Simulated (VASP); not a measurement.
The system is CsSnBr3.

```xyz
5
Lattice="5.7688 0.0000 0.0000 0.0000 5.7688 0.0000 0.0000 0.0000 5.7688" Properties=species:S:1:pos:R:3 pbc="T T T"
Cs    0.0000    0.0000    0.0000
Sn    2.8844    2.8844    2.8844
Br    2.8844    0.0000    2.8844
Br    2.8844    2.8844    0.0000
Br    0.0000    2.8844    2.8844
```

The cell is a database's computed one.

Base run:

* Program: VASP 6.6.1
* Functional: PBE0
* Potentials or basis: VASP PAW PBE potentials, release 64 (Cs_sv, Sn_d, Br)
* Cutoff: 520 eV
* k mesh: 4 × 4 × 4
* Occupations: gaussian, width 0.03 eV
* Spin: no spin polarisation

Its results: band gap on the k mesh 1.33 eV, direct; pressure 1.2 GPa.

Q: The run is repeated on the same cell with these changes: functional from PBE0 to PBE. What comes out?

A: Band gap on the k mesh 0.30 eV, direct; pressure 1.7 GPa.

PBE0 gives the wider gap, since exact exchange removes part of the self-interaction.

Caveats: spin-orbit coupling is left out, which moves the levels of the heavy elements; the PAW data sets were made with another functional, which shifts forces and pressure a little (some runs).
